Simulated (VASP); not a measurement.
Write the native input for VASP 6.6.1 that does the following.

* Task: single point
* Functional: PBE
* Potentials or basis: VASP PAW PBE potentials, release 64 (Si)
* Cutoff: 520 eV
* k mesh: 10 × 8 × 10
* Occupations: gaussian, width 0.02 eV
* Spin: no spin polarisation
* Dipole correction: no
* Further INCAR settings: ALGO = Fast; EDIFF = 1e-06; NBANDS = 16

The structure of Si lies in POSCAR:

```
Si
1.0
    3.8491894894      0.0000000000      0.0000000000
    0.0000000000      5.4435759800      0.0000000000
    0.0000000000      0.0000000000      3.8778546699
Si
4
Direct
    0.0000000000      0.0004991451      0.0000000000
    0.5000000000      0.5004991451      0.5000000000
    0.0000000000      0.2495008549      0.5000000000
    0.5000000000      0.7495008549      0.0000000000
```

These files were run (other wordings do the same):

INCAR

```
SYSTEM = Si
  PREC = Accurate
  ENCUT = 520
  EDIFF = 1E-6
  ISMEAR = 0
  SIGMA = 0.02
  LREAL = .FALSE.
  LASPH = .TRUE.
  NELM = 100
  ALGO = Fast
  ISIF = 2
  LWAVE = .FALSE.
  LCHARG = .TRUE.
  GGA = PE
  LELF = .TRUE.
  LVHAR = .TRUE.
  NBANDS = 16
```

KPOINTS

```
regular mesh
0
G
  10 8 10
  0 0 0
```

Potentials or basis: VASP PAW PBE potentials, release 64 (Si).

The run is started by

```sh
$ cat potpaw_PBE.64/Si/POTCAR > POTCAR
$ mpirun -np 1 vasp_std > vasp.out
```

It gave:

The pressure is 0.6 GPa and the band gap on the k mesh is 0.55 eV.

It took 3 min on 1 thread of Intel(R) Xeon(R) Platinum 8488C (Sapphire Rapids) (shared host), peak memory 0.29 GiB.
